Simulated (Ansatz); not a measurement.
**HfSiO4: what a change does to the field gradients**

Base: a COD entry whose atoms were relaxed with PBE, the cell held.

```yaml
crystal:
  lattice:
    - [-3.28625, 3.28625, 2.98160]
    - [3.28625, -3.28625, 2.98160]
    - [3.28625, 3.28625, -2.98160]
  atoms:
    - { symbol: Hf, position: [0.75000, 0.25000, 0.50000] }
    - { symbol: Hf, position: [0.00000, 0.00000, 0.00000] }
    - { symbol: Si, position: [0.25000, 0.75000, 0.50000] }
    - { symbol: Si, position: [0.50000, 0.50000, 0.00000] }
    - { symbol: O, position: [0.13400, 0.31928, 0.81472] }
    - { symbol: O, position: [0.06928, 0.75456, 0.68528] }
    - { symbol: O, position: [0.50456, 0.31928, 0.18528] }
    - { symbol: O, position: [0.06928, 0.38400, 0.31472] }
    - { symbol: O, position: [0.61600, 0.93072, 0.68528] }
    - { symbol: O, position: [0.68072, 0.86600, 0.18528] }
    - { symbol: O, position: [0.24544, 0.93072, 0.31472] }
    - { symbol: O, position: [0.68072, 0.49544, 0.81472] }
```

Atoms are numbered from 1 in the order listed; like atoms form one site, named after its first atom.

Method: Kohn–Sham DFT in Ansatz, PBE, plane waves and PAW, scalar-relativistic, 420 eV cutoff, Γ-centred 7×7×7 k-points, Fermi–Dirac smearing 0.02 eV.

**Question.** Variant: z compressed by 3 %, ions relaxed. What happens to the gradients (10²¹ V/m²)?

**Answer.** 

| site | atoms | V_zz base | η base | V_zz variant | η variant |
| --- | --- | --- | --- | --- | --- |
| Hf | 1, 2 | 14.29 | 0.00 | 9.99 | 0.00 |
| Si | 3, 4 | -2.06 | 0.00 | -1.61 | 0.00 |
| O | 5, 6, 7, 8, 9, … | 4.79 | 0.86 | 4.29 | 0.97 |

The largest change of V_zz is on Hf, from 14.29 to 9.99. In per cent, |V_zz| changes by -30 on Hf, -22 on Si, -10 on O (all sites that start above 0.5).

Without spin–orbit coupling the gradients at and beside Hf can be off by some per cent, at some sites by more.
For the base: At this cell the PBE pressure is 7 GPa, so with PBE the cell would grow if it were relaxed.
For the variant: At this changed cell the PBE pressure is 16 GPa.
